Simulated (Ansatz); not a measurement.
**Si: a trial structure relaxed**

Where does this trial cell of Si go when cell and atoms are let free?

Program: Ansatz 0.2.0. Level of theory: DFT PBE, scalar-relativistic, plane waves, PAW. These are calculated values, not measurements.

### Step 1. The structure to begin with

The structure is orthorhombic, space group Pmna (No. 53). The conventional cell has a = 6.148 Å, b = 5.586 Å, c = 6.704 Å, α = 90.00°, β = 90.00°, γ = 90.00°. Si (site symmetry 2) has 3 Si at 2.06 to 2.12 Å as nearest neighbours. Si (site symmetry 1) is surrounded by 4 Si at 2.12 to 2.20 Å.

Coordinates:

```cif
data_structure
_symmetry_space_group_name_H-M 'P 1'
_symmetry_Int_Tables_number 1
_cell_length_a 6.1482
_cell_length_b 5.5859
_cell_length_c 6.7040
_cell_angle_alpha 90.000
_cell_angle_beta 90.000
_cell_angle_gamma 90.000
_cell_volume 230.23
loop_
_atom_site_label
_atom_site_type_symbol
_atom_site_fract_x
_atom_site_fract_y
_atom_site_fract_z
_atom_site_occupancy
Si1 Si 0.33256 0.00000 0.00000 1
Si2 Si 0.16744 0.00000 0.50000 1
Si3 Si 0.66744 0.00000 0.00000 1
Si4 Si 0.83256 0.00000 0.50000 1
Si5 Si 0.67854 0.64249 0.10590 1
Si6 Si 0.82146 0.35751 0.60590 1
Si7 Si 0.82146 0.64249 0.39410 1
Si8 Si 0.67854 0.35751 0.89410 1
Si9 Si 0.32146 0.35751 0.89410 1
Si10 Si 0.17854 0.64249 0.39410 1
Si11 Si 0.17854 0.35751 0.60590 1
Si12 Si 0.32146 0.64249 0.10590 1
```

The cell is invented: 3-, 4-connected net of one element (Pmna, No. 53). Its size is a rough estimate.

### Step 2. The guess as it stands, on a coarse mesh

Input file input.yaml:

```yaml
crystal:
  lattice:
    - [6.14818994, 0.0, 0.0]
    - [0.0, 5.58586696, 0.0]
    - [0.0, 0.0, 6.70397371]
  atoms:
    - { symbol: Si, position: [0.33255905, 0.0, 0.0] }
    - { symbol: Si, position: [0.16744095, 0.0, 0.5] }
    - { symbol: Si, position: [0.66744095, 0.0, 0.0] }
    - { symbol: Si, position: [0.83255905, 0.0, 0.5] }
    - { symbol: Si, position: [0.67854382, 0.64248741, 0.10590181] }
    - { symbol: Si, position: [0.82145618, 0.35751259, 0.60590181] }
    - { symbol: Si, position: [0.82145618, 0.64248741, 0.39409819] }
    - { symbol: Si, position: [0.67854382, 0.35751259, 0.89409819] }
    - { symbol: Si, position: [0.32145618, 0.35751259, 0.89409819] }
    - { symbol: Si, position: [0.17854382, 0.64248741, 0.39409819] }
    - { symbol: Si, position: [0.17854382, 0.35751259, 0.60590181] }
    - { symbol: Si, position: [0.32145618, 0.64248741, 0.10590181] }
basis:
  ecutwfc: 420
kpoints:
  mp_grid: { grid: [4, 4, 4] }
hamiltonian:
  xc: pbe
scf:
  occupations: { method: gaussian, width: 0.1 }
  lower_state_search: "off"
output:
  forces: true
  stress: true
  eigenvalues: true
```

Started as:

```
$ ansatz run input.yaml --threads 1 --pin off --max-ram 2560MiB --backend cpu --events-out ev --progress --plain --runs-dir out
```

Standard output, shortened:

```text
[...]
SCF converged after 7 iterations
Free energy (F): -7616.298516 eV
[...]
E sigma→0 (E₀):  -7616.296982 eV
Entropy (-TS):   -0.003067 eV (-0.256 meV/atom)
Fermi energy:    6.670679 eV
[...]
--- Forces (eV/Å), atoms counted from 1 ---
  atom   1  Si    -2.72569615    -0.00000000     0.00000000
  atom   2  Si     2.72569615     0.00000000     0.00000000
  atom   3  Si     2.72569615     0.00000000     0.00000000
  atom   4  Si    -2.72569615    -0.00000000     0.00000000
  atom   5  Si     1.39500197    -0.59018927     0.36038964
  atom   6  Si    -1.39500197     0.59018927     0.36038964
  atom   7  Si    -1.39500197    -0.59018927    -0.36038964
  atom   8  Si     1.39500197     0.59018927    -0.36038964
[...]
--- Stress (GPa, compression-positive) ---
       28.812702       0.000000       0.000000
        0.000000      46.183251       0.000000
        0.000000       0.000000      28.264629
  P = ⅓ Tr σ = 34.4202 GPa (344.202 kbar)
--- Band table (eV; the first three rows and the last of 27) ---
[...]
```

Run time: 18 s. Hardware: 1 thread of Arm Neoverse V1, shared host; peak memory 0.48 GiB.

From the probe: pressure 34.4 GPa, largest force 2.73 eV/Å, gap on this mesh none (metal). A cheap, loose relaxation comes first.

### Step 3. Rough relaxation on the coarse mesh

input.yaml, as its differences from that of step 2:

```diff
@@ -31 +31,6 @@
   eigenvalues: true
+relax:
+  adjacent_minimum: "off"
+  f_tol: 0.04
+  max_steps: 70
+  cell: { stress_tol: 0.4 }
```

Started as:

```
$ ansatz run input.yaml --threads 1 --pin off --max-ram 2560MiB --backend cpu --events-out ev --progress --plain --runs-dir out
```

Standard output:

```text
Warning: RAYON_NUM_THREADS=1 ignored (pool sized by the plan → 1); use --threads N
Engine: ansatz 0.2.0, aarch64-unknown-linux-gnu
Pseudopotentials: kind: paw
Pseudopotential: Si, paw, valence charge 4, recommended cutoff 420 eV (normal), Si.paw.azcp
Functional definition: PBE
  parameter kappa = 0.804
  parameter beta = 0.06672455060314922
  exchange = pbe_x(kappa = kappa, mu = beta*pi^2/3)
  correlation = pbe_c(beta = beta)
Crystal: 12 atoms, lattice volume = 230.234 Å³
Basis set: ecut = 420 eV, 4505 PW (Γ), exchange–correlation on 90×80×90 points (8 copies of the dense FFT grid, shifted against one another)
Bands: 36, of which v1, the nominal top of the filled ones, is band 24 counted from 1 (23 counted from 0)
Symmetry: 8 space group operations
Space group: Pmna (ITA 53), of the structure as read, at distance tolerance 6.1e-5 Å
k-points: 27 of 64
Non-local potential: Si, projectors of the file, l = 0: 2, l = 1: 2, l = 2: 2
PAW form: soft (Blöchl's): semilocal exchange-correlation on the pseudo side does not see the compensation charge
PAW one-centre angular grid: Si, 110 points (default); XC on 64 Gauss nodes
Initial density: superposition of atomic densities (neutral atoms: chi_scale 0, normalization atom), corrected by the library's trained network
Initial wavefunctions: pseudopotential atomic-orbital guess
Functional: x = pbe(κ = 0.804, μ = 0.2195149727645171), c = pbe(β = 0.06672455060314922)
SCF iter   1: F=—  HF=-7616.339107 eV  |F-HF|=—  |Δ(HF+E_count)|=         —  Δρ=6.21e-3  dr2=1.68e-1  ethr=1.77e-3  ⟨swp⟩=9.7  Hψ=5982  notcnv=0  defer=2
preconditioner: auto → Resta (q_TF=auto, 2.101 Å⁻¹)  ε∞=5.3  [insulator: Δε(μ)=0.256 eV  Ē_g=8.175 eV  σ=0.100 eV  W_gap=0.67  n_scr=30 (ndim 8)  ℏωp=17.0 eV  f_vac=0.000  D(μ)=0.62/eV (n_scr^D=0)  ε∞_Penn≈5.3]
SCF iter   2: F=—  HF=-7616.304179 eV  |F-HF|=—  |Δ(HF+E_count)|=   3.49e-2  Δρ=3.23e-3  dr2=3.91e-2  ethr=3.50e-4  ⟨swp⟩=1.0  Hψ=1189  notcnv=0  defer=4
SCF iter   3: F=—  HF=-7616.298240 eV  |F-HF|=—  |Δ(HF+E_count)|=   5.94e-3  Δρ=7.14e-4  dr2=1.46e-3  ethr=8.15e-5  ⟨swp⟩=2.8  Hψ=1290  notcnv=0  defer=4
SCF iter   4: F=—  HF=-7616.298445 eV  |F-HF|=—  |Δ(HF+E_count)|=   2.05e-4  Δρ=2.07e-4  dr2=2.51e-4  ethr=3.05e-6  ⟨swp⟩=2.0  Hψ=1396  notcnv=0  defer=4
SCF iter   5: F=—  HF=-7616.298470 eV  |F-HF|=—  |Δ(HF+E_count)|=   2.57e-5  Δρ=5.92e-5  dr2=1.76e-5  ethr=5.23e-7  ⟨swp⟩=2.6  Hψ=1362  notcnv=0  defer=4
SCF iter   6: F=—  HF=-7616.298515 eV  |F-HF|=—  |Δ(HF+E_count)|=   4.47e-5  Δρ=1.94e-5  dr2=1.56e-6  ethr=3.66e-8  ⟨swp⟩=2.0  Hψ=1416  notcnv=0  defer=18
SCF iter   7: F=-7616.298516 eV  HF=-7616.298516 eV  |F-HF|=4.84e-8  |Δ(HF+E_count)|=   4.20e-7  Δρ=3.27e-6  dr2=4.03e-8  ethr=2.08e-10  ⟨swp⟩=10.9  Hψ=5623  notcnv=0
SCF 1 converged in 7 iterations: F = -7616.298516 eV  dr2 = 4.03e-8
relax step   1: F+E_penalty+E_count = -7616.29851565 eV  Δ(F+E_penalty+E_count) = +0.000e0 eV  max|allowed force component| = 2.726e0 eV/Å  Δτ_max = 0.0000 Å  P = +34.420 GPa  Ω = 230.234 Å³  (7 SCF iters, dr2 threshold 1.00e-7 eV, accepted)
Crystal: 12 atoms, lattice volume = 256.372 Å³
Basis set: ecut = 420 eV, 5021 PW (Γ), exchange–correlation on 90×80×90 points (8 copies of the dense FFT grid, shifted against one another)
Initial density: handed on by an earlier stage of this run
Initial wavefunctions: those handed on with the density
iter 1 solved again at ethr=1.43e-3 eV; its pass at ethr=3.10e-3 eV (dr2=6.86e-1 eV) is discarded
SCF iter   1: F=—  HF=-7621.041283 eV  |F-HF|=—  |Δ(HF+E_count)|=         —  Δρ=1.06e-2  dr2=6.94e-1  ethr=1.43e-3  ⟨swp⟩=1.1  Hψ=5738  notcnv=0
preconditioner: auto → Resta (q_TF=auto, 2.064 Å⁻¹)  ε∞=5.4  [insulator: Δε(μ)=0.141 eV  Ē_g=7.638 eV  σ=0.100 eV  W_gap=0.62  n_scr=30 (ndim 8)  ℏωp=16.1 eV  f_vac=0.009  D(μ)=0.74/eV (n_scr^D=0)  ε∞_Penn≈5.4]
SCF iter   2: F=—  HF=-7620.855364 eV  |F-HF|=—  |Δ(HF+E_count)|=   1.86e-1  Δρ=4.98e-3  dr2=1.57e-1  ethr=1.43e-3  ⟨swp⟩=1.3  Hψ=1108  notcnv=0
SCF iter   3: F=—  HF=-7620.812571 eV  |F-HF|=—  |Δ(HF+E_count)|=   4.28e-2  Δρ=1.14e-3  dr2=5.85e-3  ethr=3.26e-4  ⟨swp⟩=2.8  Hψ=1831  notcnv=0
SCF iter   4: F=—  HF=-7620.815429 eV  |F-HF|=—  |Δ(HF+E_count)|=   2.86e-3  Δρ=3.03e-4  dr2=6.59e-4  ethr=1.22e-5  ⟨swp⟩=2.0  Hψ=1453  notcnv=0
SCF iter   5: F=—  HF=-7620.815721 eV  |F-HF|=—  |Δ(HF+E_count)|=   2.92e-4  Δρ=1.00e-4  dr2=4.13e-5  ethr=1.37e-6  ⟨swp⟩=2.1  Hψ=1432  notcnv=0
SCF iter   6: F=—  HF=-7620.815819 eV  |F-HF|=—  |Δ(HF+E_count)|=   9.80e-5  Δρ=4.08e-5  dr2=7.59e-6  ethr=8.60e-8  ⟨swp⟩=2.0  Hψ=1590  notcnv=0
SCF iter   7: F=-7620.815828 eV  HF=-7620.815827 eV  |F-HF|=4.28e-7  |Δ(HF+E_count)|=   8.00e-6  Δρ=7.47e-6  dr2=1.87e-7  ethr=2.50e-9  ⟨swp⟩=6.7  Hψ=5129  notcnv=0
SCF 2 converged in 7 iterations: F = -7620.815828 eV  dr2 = 1.87e-7
relax step   2: F+E_penalty+E_count = -7620.81582750 eV  Δ(F+E_penalty+E_count) = -4.517e0 eV  max|allowed force component| = 5.547e-1 eV/Å  Δτ_max = 0.0323 Å  P = +15.842 GPa  Ω = 256.372 Å³  energy of the carried Pulay correction = -4.018e-3 eV  (7 SCF iters, dr2 threshold 1.20e-6 eV, accepted)
Crystal: 12 atoms, lattice volume = 282.459 Å³
Basis set: ecut = 420 eV, 5491 PW (Γ), exchange–correlation on 90×80×90 points (8 copies of the dense FFT grid, shifted against one another)
iter 1 solved again at ethr=7.23e-4 eV; its pass at ethr=3.10e-3 eV (dr2=3.47e-1 eV) is discarded
SCF iter   1: F=—  HF=-7622.748298 eV  |F-HF|=—  |Δ(HF+E_count)|=         —  Δρ=7.38e-3  dr2=3.49e-1  ethr=7.23e-4  ⟨swp⟩=1.1  Hψ=5531  notcnv=0
preconditioner: auto → Resta (q_TF=auto, 2.031 Å⁻¹)  ε∞=5.4  [insulator: Δε(μ)=0.199 eV  Ē_g=7.323 eV  σ=0.100 eV  W_gap=0.57  n_scr=34 (ndim 8)  ℏωp=15.3 eV  f_vac=0.014  D(μ)=0.64/eV (n_scr^D=0)  ε∞_Penn≈5.4]
SCF iter   2: F=—  HF=-7622.661524 eV  |F-HF|=—  |Δ(HF+E_count)|=   8.68e-2  Δρ=3.65e-3  dr2=8.30e-2  ethr=7.23e-4  ⟨swp⟩=1.0  Hψ=986  notcnv=0
SCF iter   3: F=—  HF=-7622.639627 eV  |F-HF|=—  |Δ(HF+E_count)|=   2.19e-2  Δρ=7.75e-4  dr2=3.40e-3  ethr=1.73e-4  ⟨swp⟩=2.8  Hψ=1596  notcnv=0
SCF iter   4: F=—  HF=-7622.641187 eV  |F-HF|=—  |Δ(HF+E_count)|=   1.56e-3  Δρ=2.38e-4  dr2=4.66e-4  ethr=7.08e-6  ⟨swp⟩=2.7  Hψ=1602  notcnv=0
SCF iter   5: F=—  HF=-7622.641938 eV  |F-HF|=—  |Δ(HF+E_count)|=   7.51e-4  Δρ=6.97e-5  dr2=2.40e-5  ethr=9.70e-7  ⟨swp⟩=2.2  Hψ=1508  notcnv=0
SCF iter   6: F=—  HF=-7622.642011 eV  |F-HF|=—  |Δ(HF+E_count)|=   7.31e-5  Δρ=1.82e-5  dr2=1.67e-6  ethr=5.00e-8  ⟨swp⟩=2.0  Hψ=1620  notcnv=0
SCF iter   7: F=-7622.642016 eV  HF=-7622.642016 eV  |F-HF|=1.24e-7  |Δ(HF+E_count)|=   5.46e-6  Δρ=4.14e-6  dr2=6.07e-8  ethr=2.50e-9  ⟨swp⟩=9.3  Hψ=4829  notcnv=0
SCF 3 converged in 7 iterations: F = -7622.642016 eV  dr2 = 6.07e-8
relax step   3: F+E_penalty+E_count = -7622.64201646 eV  Δ(F+E_penalty+E_count) = -1.826e0 eV  max|allowed force component| = 1.614e-1 eV/Å  Δτ_max = 0.0226 Å  P = +5.318 GPa  Ω = 282.459 Å³  energy of the carried Pulay correction = -7.622e-3 eV  (7 SCF iters, dr2 threshold 1.20e-6 eV, accepted)
[... 11 lines left out ...]
relax step   4: F+E_penalty+E_count = -7622.97646481 eV  Δ(F+E_penalty+E_count) = -3.344e-1 eV  max|allowed force component| = 3.031e-1 eV/Å  Δτ_max = 0.0425 Å  P = +1.120 GPa  Ω = 300.587 Å³  energy of the carried Pulay correction = -9.921e-3 eV  (6 SCF iters, dr2 threshold 1.20e-6 eV, accepted)
[... 10 lines left out ...]
relax step   5: F+E_penalty+E_count = -7623.02651611 eV  Δ(F+E_penalty+E_count) = -5.005e-2 eV  max|allowed force component| = 8.624e-2 eV/Å  Δτ_max = 0.0094 Å  P = +0.382 GPa  Ω = 304.662 Å³  energy of the carried Pulay correction = -1.042e-2 eV  (5 SCF iters, dr2 threshold 1.20e-6 eV, accepted)
[... 11 lines left out ...]
relax step   6: F+E_penalty+E_count = -7623.04608123 eV  Δ(F+E_penalty+E_count) = -1.957e-2 eV  max|allowed force component| = 8.953e-2 eV/Å  Δτ_max = 0.0229 Å  P = -0.024 GPa  Ω = 310.742 Å³  energy of the carried Pulay correction = -1.114e-2 eV  (6 SCF iters, dr2 threshold 1.20e-6 eV, accepted)
[... 12 lines left out ...]
relax step   7: F+E_penalty+E_count = -7623.05768456 eV  Δ(F+E_penalty+E_count) = -1.160e-2 eV  max|allowed force component| = 3.666e-2 eV/Å  Δτ_max = 0.0421 Å  P = -0.288 GPa  Ω = 319.501 Å³  energy of the carried Pulay correction = -1.216e-2 eV  (6 SCF iters, dr2 threshold 5.01e-7 eV, accepted)
Basis set: ecut = 420 eV, 6219 PW (Γ), exchange–correlation on 96×90×100 points (8 copies of the dense FFT grid, shifted against one another)
Initial wavefunctions: pseudopotential atomic-orbital guess (no wavefunctions were taken with the density)
iter 1 solved again at ethr=6.56e-7 eV; its pass at ethr=3.10e-3 eV (dr2=3.15e-4 eV) is discarded
SCF iter   1: F=—  HF=-7623.130136 eV  |F-HF|=—  |Δ(HF+E_count)|=         —  Δρ=4.03e-4  dr2=5.57e-5  ethr=6.56e-7  ⟨swp⟩=3.3  Hψ=8052  notcnv=0
preconditioner: auto → Resta (q_TF=auto, 1.989 Å⁻¹)  ε∞=5.1  [insulator: Δε(μ)=0.245 eV  Ē_g=7.115 eV  σ=0.100 eV  W_gap=0.91  n_scr=38 (ndim 8)  ℏωp=14.4 eV  f_vac=0.023  D(μ)=0.13/eV (n_scr^D=0)  ε∞_Penn≈5.1]
SCF iter   2: F=—  HF=-7623.130652 eV  |F-HF|=—  |Δ(HF+E_count)|=   5.17e-4  Δρ=2.13e-4  dr2=1.59e-5  ethr=1.16e-7  ⟨swp⟩=2.0  Hψ=1538  notcnv=0
SCF iter   3: F=—  HF=-7623.130872 eV  |F-HF|=—  |Δ(HF+E_count)|=   2.19e-4  Δρ=4.71e-6  dr2=4.73e-8  ethr=3.31e-8  ⟨swp⟩=2.0  Hψ=1620  notcnv=0
SCF iter   4: F=—  HF=-7623.130839 eV  |F-HF|=—  |Δ(HF+E_count)|=   3.24e-5  Δρ=9.50e-7  dr2=2.56e-9  ethr=1.60e-11  ⟨swp⟩=9.9  Hψ=5036  notcnv=0
SCF iter   5: F=-7623.130839 eV  HF=-7623.130839 eV  |F-HF|=4.17e-10  |Δ(HF+E_count)|=   3.51e-9  Δρ=2.25e-7  dr2=2.81e-10  ethr=5.33e-12  ⟨swp⟩=2.4  Hψ=3270  notcnv=0
SCF 8 converged in 5 iterations: F = -7623.130839 eV  dr2 = 2.81e-10
relax step   8: F+E_penalty+E_count = -7623.13083931 eV  Δ(F+E_penalty+E_count) = -7.315e-2 eV  max|allowed force component| = 3.576e-2 eV/Å  Δτ_max = 0.0000 Å  P = -0.062 GPa  Ω = 319.501 Å³  stress off target by 1.36e-1 GPa  SCF on the basis re-selected at this cell (its energy is not comparable with the rows above)  (5 SCF iters)
basis re-selected at this cell: Δ(F+E_penalty+E_count) = -7.315e-2 eV, ΔP = +0.225 GPa vs the last step (what re-selecting the basis moved, of the pressure what is left beyond the Pulay correction that the steps carried, after the strain that the cell walked since its last selection, with what the two solves' SCF thresholds leave and, on support functions, any second-order correction that the steps lacked; it is no measure of the basis error at this ecutwfc). The dense FFT grid was sized anew with the basis: this SCF ran on 48×45×50 points, the steps before it on 45×40×45, so part of this shift can come from that change (see relax.cell in the input reference). This SCF's stress stands 1.36e-1 GPa from its target on what of the cell is left free (relax.cell.stress_tol is 4.00e-1 GPa) and its largest allowed force component is 3.58e-2 eV/Å (relax.f_tol is 4.00e-2 eV/Å): within both
SCF converged after 5 iterations
Free energy (F): -7623.130839 eV
Harris-Foulkes:  -7623.130839 eV  (|F-HF|=4.17e-10)
Internal energy: -7623.130198 eV  (E = F + TS)
E sigma→0 (E₀):  -7623.130519 eV
Entropy (-TS):   -0.000641 eV (-0.053 meV/atom)
Fermi energy:    3.685372 eV
--- Per-component energies (eV) ---
  E_band       = -59.025089
  E_kinetic    = 472.967132
  E_local      = -756.909244  (includes V_loc(G=0)·N_el)
  E_nonlocal   = 311.293226
  E_hartree    = 246.526158
  E_xc         = -655.739455
  E_vxc        = -551.682906  (∫ρ·V_xc dr)
  E_paw        = -6151.301814  (= ΣΔE_a)
  E_vpaw       = -27.745362  (= ΣTr[D̂ρ^β])
  E_aug_tail   = 0.000077  (compensation charges beyond the density's cutoff)
  E_ewald      = -1089.966278
  E_smearing   = -0.000641  (= −TS)
  E_closure    = -0.000000  (closes the sum)
  Σ components = -7623.130839   (vs F -7623.130839, Δ=0.00e0)
--- Forces (eV/Å), atoms counted from 1 ---
  atom   1  Si     0.03576018     0.00000000     0.00000000
  atom   2  Si    -0.03576018     0.00000000     0.00000000
  atom   3  Si    -0.03576018     0.00000000     0.00000000
  atom   4  Si     0.03576018     0.00000000     0.00000000
  atom   5  Si    -0.02308846     0.02861316     0.00810259
  atom   6  Si     0.02308846    -0.02861316     0.00810259
  atom   7  Si     0.02308846     0.02861316    -0.00810259
  atom   8  Si    -0.02308846    -0.02861316    -0.00810259
  atom   9  Si     0.02308846    -0.02861316    -0.00810259
  atom  10  Si    -0.02308846     0.02861316    -0.00810259
  atom  11  Si    -0.02308846    -0.02861316     0.00810259
  atom  12  Si     0.02308846     0.02861316     0.00810259
  max |Σ_I F_I| component: 1.39e-17 eV/Å
--- Stress (GPa, compression-positive) ---
        0.008277       0.000000       0.000000
        0.000000      -0.136228       0.000000
        0.000000       0.000000      -0.059274
  P = ⅓ Tr σ = -0.0624 GPa (-0.624 kbar)
--- Band table (eV; the first three rows and the last of 27) ---
  k-point 0: bands = ["-7.9758", "-6.9391", "-5.5881", "-5.5401", "-4.4971", "-3.6695", "-3.5955", "-3.5809", "-3.5680", "-1.6130", "-0.9752", "-0.8160", "-0.2743", "-0.1948", "-0.1234", "0.8903", "1.1153", "1.4025", "1.5257", "1.7432", "2.7166", "2.7468", "2.8318", "3.5487", "3.7937", "4.7492", "5.0357", "5.4608", "5.7388", "6.1844", "6.6779", "7.0110", "7.2987", "7.4845", "7.7753", "8.1012"]
  k-point 1: bands = ["-7.8739", "-7.1872", "-5.4078", "-5.2757", "-4.4906", "-4.3963", "-3.7681", "-3.7660", "-2.6689", "-1.5426", "-0.9232", "-0.7275", "-0.5676", "-0.5425", "0.0537", "0.6700", "1.4158", "1.5419", "1.5942", "1.9989", "2.2704", "2.5807", "3.2552", "3.4711", "4.1865", "4.7125", "5.0255", "5.5413", "5.7972", "5.8722", "6.5616", "6.8638", "7.0127", "7.0522", "7.4349", "7.8383"]
  k-point 2: bands = ["-7.5861", "-7.5861", "-5.0183", "-5.0183", "-4.7342", "-4.7342", "-3.9169", "-3.9169", "-1.7841", "-1.7841", "-0.9101", "-0.9101", "-0.7768", "-0.7768", "0.5168", "0.5168", "1.4495", "1.4495", "1.9249", "1.9249", "2.2971", "2.2971", "3.5248", "3.5248", "4.7351", "4.7351", "5.0745", "5.0745", "6.0195", "6.0195", "6.3645", "6.3645", "6.5414", "6.5414", "7.6794", "7.6794"]
  k-point 26: bands = ["-6.8226", "-6.8226", "-6.6535", "-6.6535", "-4.5719", "-4.5719", "-3.6501", "-3.6501", "-1.3505", "-1.3505", "-0.6283", "-0.6283", "-0.2468", "-0.2468", "0.9231", "0.9231", "1.3882", "1.3882", "2.1125", "2.1125", "2.4313", "2.4313", "2.7693", "2.7693", "4.1636", "4.1636", "5.0051", "5.0051", "5.5080", "5.5080", "5.9273", "5.9273", "6.1131", "6.1131", "7.0107", "7.0107"]
--- Relaxed structure (7 steps of the walk, 7 accepted, 1 SCFs on fresh bases) ---
  F+E_penalty+E_count = -7623.13083931 eV   max|allowed force component| = 3.576e-2 eV/Å   (the final SCF, on the basis selected at the relaxed cell)
  cell:  # Å, volume = 319.5014 Å³
    - [7.051143595908527, 0.0, 0.0]
    - [0.0, 6.245137040018756, 0.0]
    - [0.0, 0.0, 7.255565513109864]
  atoms:
    - { symbol: Si, position: [0.34368365095855113, 5.175930279038864e-20, 3.773590378732024e-20] }
    - { symbol: Si, position: [0.15631634904144892, 5.1759302790388664e-20, 0.5] }
    - { symbol: Si, position: [0.6563163490414488, 5.175930279038863e-20, 3.773590378732024e-20] }
    - { symbol: Si, position: [0.8436836509585511, 5.175930279038866e-20, 0.5] }
    - { symbol: Si, position: [0.6717313658334848, 0.6435245204714128, 0.10779471945758107] }
    - { symbol: Si, position: [0.8282686341665151, 0.35647547952858716, 0.607794719457581] }
    - { symbol: Si, position: [0.8282686341665151, 0.6435245204714128, 0.3922052805424189] }
    - { symbol: Si, position: [0.6717313658334848, 0.3564754795285872, 0.892205280542419] }
    - { symbol: Si, position: [0.32826863416651525, 0.3564754795285872, 0.892205280542419] }
    - { symbol: Si, position: [0.1717313658334847, 0.6435245204714128, 0.3922052805424189] }
    - { symbol: Si, position: [0.1717313658334847, 0.3564754795285872, 0.607794719457581] }
    - { symbol: Si, position: [0.32826863416651525, 0.6435245204714128, 0.10779471945758107] }
```

It took 2.7 min on 1 thread of Arm Neoverse V1, shared host; peak memory 0.59 GiB.

The steps of the relaxation:

```csv
step,E - E(step 1) (eV/cell),largest force component (eV/Å),pressure (GPa),volume (Å³)
1,0.0000,2.7257,34.42,230.23
2,-4.5173,0.5547,15.84,256.37
3,-6.3435,0.1614,5.32,282.46
4,-6.6779,0.3031,1.12,300.59
5,-6.7280,0.0862,0.38,304.66
6,-6.7476,0.0895,-0.02,310.74
7,-6.7592,0.0367,-0.29,319.50
8,-6.8323,0.0358,-0.06,319.50
```

Step 1 is the start. Step 8 repeats the geometry before it on a plane-wave basis chosen anew for that cell, so its energy need not be comparable with the rows above.

|  | before | after | change |
| --- | --- | --- | --- |
| a (Å) | 6.148 | 7.051 | +14.7 % |
| b (Å) | 5.586 | 6.245 | +11.8 % |
| c (Å) | 6.704 | 7.256 | +8.2 % |
| volume (Å³/atom) | 19.19 | 26.63 | +38.8 % |
| shortest distance (Å) | 2.059 | 2.204 | +7.1 % |
| space group (0.01 Å) | Pmna | Pmna | same |

Forces and stress were held to the start's 8 operations: a distortion of lower symmetry was not tested.

[end of part 1 of 2]
